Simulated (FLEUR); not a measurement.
A run of FLEUR MaX-R8.1 (later development tree) is set up as follows.

Contents of inp.xml:

```xml
<?xml version="1.0" encoding="UTF-8" standalone="no"?>
<fleurInput fleurInputVersion="0.39">
   <comment>
      ZrSe2                                                                                               
   </comment>
   <calculationSetup>
      <cutoffs Kmax="4.54" Gmax="14.1" GmaxXC="14.1" numbands="0"/>
      <scfLoop itmax="60" minDistance="0.00001" maxIterBroyd="15" imix="Anderson" alpha="0.05" precondParam="0.0" spinf="2.0" sdNocoIR="T"/>
      <coreElectrons ctail="T" frcor="F" kcrel="0" coretail_lmax="0"/>
      <xcFunctional name="PBEs" relativisticCorrections="F"/>
      <magnetism jspins="1"/>
      <soc l_soc="F" theta="0.0" phi="0.0" spav="F"/>
      <expertModes spex="0" secvar="F"/>
      <geometryOptimization l_f="F" forcealpha="1.0" forcemix="BFGS" epsdisp="0.00001" epsforce="0.00001"/>
      <ldaU l_linMix="F" mixParam="0.05" spinf="1.0"/>
   </calculationSetup>
   <cell>
      <bzIntegration valenceElectrons="44.0" mode="hist" fermiSmearingEnergy="0.00183747">
         <kPointListSelection listName="default-1"/>
         <!-- k-points included here -->
         <xi:include xmlns:xi="http://www.w3.org/2001/XInclude" href="kpts.xml"> </xi:include>
      </bzIntegration>
      <!-- symmetry operations included here -->
      <xi:include xmlns:xi="http://www.w3.org/2001/XInclude" href="sym.xml"> </xi:include>
      <bulkLattice scale="1.0">
         <bravaisMatrix>
            <row-1>    7.1771798212307996     0.0000000000000000     0.0000000000000000</row-1>
            <row-2>   -3.5885899106153998     6.2156200527653880     0.0000000000000000</row-2>
            <row-3>    0.0000000000000000     0.0000000000000000    11.7011841635231999</row-3>
         </bravaisMatrix>
      </bulkLattice>
   </cell>
   <atomSpecies>
      <species name="Zirconium (Zr)" element="Zr" atomicNumber="40">
         <mtSphere radius="2.54" gridPoints="839" logIncrement="0.015"/>
         <atomicCutoffs lmax="10" lnonsphr="8"/>
         <electronConfig flipSpins="F">
            <coreConfig>(1s1/2) (2s1/2) (2p1/2) (2p3/2) (3s1/2) (3p1/2) (3p3/2) (3d3/2) (3d5/2)</coreConfig>
            <valenceConfig>(4s1/2) (4p1/2) (4p3/2) (5s1/2) (4d3/2) (4d5/2)</valenceConfig>
            <stateOccupation state="(4d3/2)" spinUp="0.400000" spinDown="0.400000"/>
            <stateOccupation state="(4d5/2)" spinUp="0.600000" spinDown="0.600000"/>
         </electronConfig>
         <energyParameters s="5" p="5" d="4" f="4"/>
         <lo type="SCLO" l="0" n="4" eDeriv="0"/>
         <lo type="SCLO" l="1" n="4" eDeriv="0"/>
         <lo type="SCLO" l="1" n="4" eDeriv="1"/>
         <lo type="SCLO" l="2" n="4" eDeriv="2"/>
         <lo type="SCLO" l="3" n="4" eDeriv="2"/>
      </species>
      <species name="Selenium (Se)" element="Se" atomicNumber="34">
         <mtSphere radius="2.16" gridPoints="715" logIncrement="0.017"/>
         <atomicCutoffs lmax="9" lnonsphr="7"/>
         <electronConfig flipSpins="F">
            <coreConfig>(1s1/2) (2s1/2) (2p1/2) (2p3/2) (3s1/2) (3p1/2) (3p3/2)</coreConfig>
            <valenceConfig>(3d3/2) (3d5/2) (4s1/2) (4p1/2) (4p3/2)</valenceConfig>
            <stateOccupation state="(4p1/2)" spinUp="0.666667" spinDown="0.666667"/>
            <stateOccupation state="(4p3/2)" spinUp="1.333333" spinDown="1.333333"/>
         </electronConfig>
         <energyParameters s="4" p="4" d="4" f="4"/>
         <lo type="SCLO" l="2" n="3" eDeriv="0"/>
         <lo type="SCLO" l="0" n="4" eDeriv="2"/>
         <lo type="SCLO" l="1" n="4" eDeriv="2"/>
         <lo type="SCLO" l="3" n="4" eDeriv="2"/>
      </species>
   </atomSpecies>
   <atomGroups>
      <atomGroup species="Zirconium (Zr)">
         <relPos label="                   1">.0000000000 .0000000000 .0000000000</relPos>
         <force calculate="T" relaxXYZ="TTT"/>
      </atomGroup>
      <atomGroup species="Selenium (Se)">
         <relPos label="                   2">-1.000/3.000 1.000/3.000 -1.000/4.000</relPos>
         <relPos label="                   3">1.000/3.000 -1.000/3.000 1.000/4.000</relPos>
         <force calculate="T" relaxXYZ="TTT"/>
      </atomGroup>
   </atomGroups>
   <output dos="F" band="F" slice="F">
      <checks vchk="F" cdinf="F"/>
      <bandDOS minEnergy="-.5*Htr" maxEnergy="0.5*Htr" sigma="0.015" storeEVData="T"/>
      <vacuumDOS vacdos="F" integ="F" star="F" nstars="0" locx1="0.0" locy1="0.0" locx2="0.0" locy2="0.0" nstm="0" tworkf="0.0"/>
      <unfoldingBand unfoldBand="F" supercellX="1" supercellY="1" supercellZ="1"/>
      <plotting iplot="0" polar="F">
         <plot TwoD="T" vec1="  1.0  0.0  0.0" vec2="  0.0  1.0  0.0" vec3="  0.0  0.0  1.0" zero="  0.0  0.0  0.0" file="plot"/>
      </plotting>
      <chargeDensitySlicing numkpt="0" minEigenval="0.0" maxEigenval="0.0" nnne="0" pallst="F"/>
      <specialOutput eonly="F"/>
      <moessbauerParams electricFieldGradient="T" isomerShift="T" coreHyperfine="T" valenceHyperfine="T"/>
      <magneticCircularDichroism mcd="F" energyLo="-10.0" energyUp="0.0"/>
   </output>
  <!-- We include the file relax.xml here to enable relaxations (see documentation) -->
  <xi:include xmlns:xi="http://www.w3.org/2001/XInclude" href="relax.xml"> <xi:fallback/> </xi:include>
</fleurInput>
```

Contents of crystal.txt:

```
ZrSe2
&input cartesian=F /
3.7980000000  0.0000000000  0.0000000000
-1.8990000000  3.2891644836  0.0000000000
0.0000000000  0.0000000000  6.1920000000
1.8897261246
1.0 1.0 1.0

3
40 0.0000000000  0.0000000000  0.0000000000
34 0.6666666667  0.3333333333  0.7500000000
34 0.3333333333  0.6666666667  0.2500000000

&kpt div1=8 div2=8 div3=5 gamma=T /
```

File inp.xml (bands):

```
<?xml version="1.0" encoding="UTF-8" standalone="no"?>
<fleurInput fleurInputVersion="0.39">
   <comment>
      ZrSe2                                                                                               
   </comment>
   <calculationSetup>
      <cutoffs Kmax="4.54" Gmax="14.1" GmaxXC="14.1" numbands="0"/>
      <scfLoop itmax="60" minDistance="0.00001" maxIterBroyd="15" imix="Anderson" alpha="0.05" precondParam="0.0" spinf="2.0" sdNocoIR="T"/>
      <coreElectrons ctail="T" frcor="F" kcrel="0" coretail_lmax="0"/>
      <xcFunctional name="PBEs" relativisticCorrections="F"/>
      <magnetism jspins="1"/>
      <soc l_soc="F" theta="0.0" phi="0.0" spav="F"/>
      <expertModes spex="0" secvar="F"/>
      <geometryOptimization l_f="F" forcealpha="1.0" forcemix="BFGS" epsdisp="0.00001" epsforce="0.00001"/>
      <ldaU l_linMix="F" mixParam="0.05" spinf="1.0"/>
   </calculationSetup>
   <cell>
      <bzIntegration valenceElectrons="44.0" mode="hist" fermiSmearingEnergy="0.00183747">
         <kPointListSelection listName="path-1"/>
         <!-- k-points included here -->
         <xi:include xmlns:xi="http://www.w3.org/2001/XInclude" href="kpts.xml"> </xi:include>
      </bzIntegration>
      <!-- symmetry operations included here -->
      <xi:include xmlns:xi="http://www.w3.org/2001/XInclude" href="sym.xml"> </xi:include>
      <bulkLattice scale="1.0">
         <bravaisMatrix>
            <row-1>    7.1771798212307996     0.0000000000000000     0.0000000000000000</row-1>
            <row-2>   -3.5885899106153998     6.2156200527653880     0.0000000000000000</row-2>
            <row-3>    0.0000000000000000     0.0000000000000000    11.7011841635231999</row-3>
         </bravaisMatrix>
      </bulkLattice>
   </cell>
   <atomSpecies>
      <species name="Zirconium (Zr)" element="Zr" atomicNumber="40">
         <mtSphere radius="2.54" gridPoints="839" logIncrement="0.015"/>
         <atomicCutoffs lmax="10" lnonsphr="8"/>
         <electronConfig flipSpins="F">
            <coreConfig>(1s1/2) (2s1/2) (2p1/2) (2p3/2) (3s1/2) (3p1/2) (3p3/2) (3d3/2) (3d5/2)</coreConfig>
            <valenceConfig>(4s1/2) (4p1/2) (4p3/2) (5s1/2) (4d3/2) (4d5/2)</valenceConfig>
            <stateOccupation state="(4d3/2)" spinUp="0.400000" spinDown="0.400000"/>
            <stateOccupation state="(4d5/2)" spinUp="0.600000" spinDown="0.600000"/>
         </electronConfig>
         <energyParameters s="5" p="5" d="4" f="4"/>
         <lo type="SCLO" l="0" n="4" eDeriv="0"/>
         <lo type="SCLO" l="1" n="4" eDeriv="0"/>
         <lo type="SCLO" l="1" n="4" eDeriv="1"/>
         <lo type="SCLO" l="2" n="4" eDeriv="2"/>
         <lo type="SCLO" l="3" n="4" eDeriv="2"/>
      </species>
      <species name="Selenium (Se)" element="Se" atomicNumber="34">
         <mtSphere radius="2.16" gridPoints="715" logIncrement="0.017"/>
         <atomicCutoffs lmax="9" lnonsphr="7"/>
         <electronConfig flipSpins="F">
            <coreConfig>(1s1/2) (2s1/2) (2p1/2) (2p3/2) (3s1/2) (3p1/2) (3p3/2)</coreConfig>
            <valenceConfig>(3d3/2) (3d5/2) (4s1/2) (4p1/2) (4p3/2)</valenceConfig>
            <stateOccupation state="(4p1/2)" spinUp="0.666667" spinDown="0.666667"/>
            <stateOccupation state="(4p3/2)" spinUp="1.333333" spinDown="1.333333"/>
         </electronConfig>
         <energyParameters s="4" p="4" d="4" f="4"/>
         <lo type="SCLO" l="2" n="3" eDeriv="0"/>
         <lo type="SCLO" l="0" n="4" eDeriv="2"/>
         <lo type="SCLO" l="1" n="4" eDeriv="2"/>
         <lo type="SCLO" l="3" n="4" eDeriv="2"/>
      </species>
   </atomSpecies>
   <atomGroups>
      <atomGroup species="Zirconium (Zr)">
         <relPos label="                   1">.0000000000 .0000000000 .0000000000</relPos>
         <force calculate="T" relaxXYZ="TTT"/>
      </atomGroup>
      <atomGroup species="Selenium (Se)">
         <relPos label="                   2">-1.000/3.000 1.000/3.000 -1.000/4.000</relPos>
         <relPos label="                   3">1.000/3.000 -1.000/3.000 1.000/4.000</relPos>
         <force calculate="T" relaxXYZ="TTT"/>
      </atomGroup>
   </atomGroups>
   <output dos="F" band="T" slice="F">
      <checks vchk="F" cdinf="F"/>
      <bandDOS minEnergy="-.5*Htr" maxEnergy="0.5*Htr" sigma="0.015" storeEVData="T"/>
      <vacuumDOS vacdos="F" integ="F" star="F" nstars="0" locx1="0.0" locy1="0.0" locx2="0.0" locy2="0.0" nstm="0" tworkf="0.0"/>
      <unfoldingBand unfoldBand="F" supercellX="1" supercellY="1" supercellZ="1"/>
      <plotting iplot="0" polar="F">
         <plot TwoD="T" vec1="  1.0  0.0  0.0" vec2="  0.0  1.0  0.0" vec3="  0.0  0.0  1.0" zero="  0.0  0.0  0.0" file="plot"/>
      </plotting>
      <chargeDensitySlicing numkpt="0" minEigenval="0.0" maxEigenval="0.0" nnne="0" pallst="F"/>
      <specialOutput eonly="F"/>
      <moessbauerParams electricFieldGradient="T" isomerShift="T" coreHyperfine="T" valenceHyperfine="T"/>
      <magneticCircularDichroism mcd="F" energyLo="-10.0" energyUp="0.0"/>
   </output>
  <!-- We include the file relax.xml here to enable relaxations (see documentation) -->
  <xi:include xmlns:xi="http://www.w3.org/2001/XInclude" href="relax.xml"> <xi:fallback/> </xi:include>
</fleurInput>
```

Potentials or basis: all-electron, FLAPW.

The run is started by

```bash
$ inpgen -f crystal.txt -profile fastHighL
$ # inp.xml edited to the form shown
$ fleur_MPI
$ fleur_MPI   # second run, on inp.xml (bands)
```

(1) What does it give for the band gap on the k mesh?

(2) Predict the band gap along the path.

## Answers

(1) 0.36 eV, indirect (least direct gap 1.02 eV).

(2) 0.32 eV, indirect (least direct gap 1.02 eV).

**Measured values to compare with.**

From “Stress-Tuned Optical Transitions in Layered 1T-MX2 (M= Hf, Zr, Sn; X= S, Se) Crystals”, 2022, arxiv:2210.12074, for a bulk crystal of ZrSe2: band gap 1.2 eV (indirect).

A measured gap of ZrSe2 is 1.2 eV (indirect; quoted in “Stress-Tuned Optical Transitions in Layered 1T-MX2 (M= Hf, Zr, Sn; X= S, Se) Crystals”, 2022, arxiv:2210.12074); the calculated 0.32 eV misses it by -0.88 eV. Spin-orbit coupling on Se, Zr is left out. The value is that of PBEsol, without temperature or zero-point motion. Semilocal functionals fall short of measured gaps as a rule.
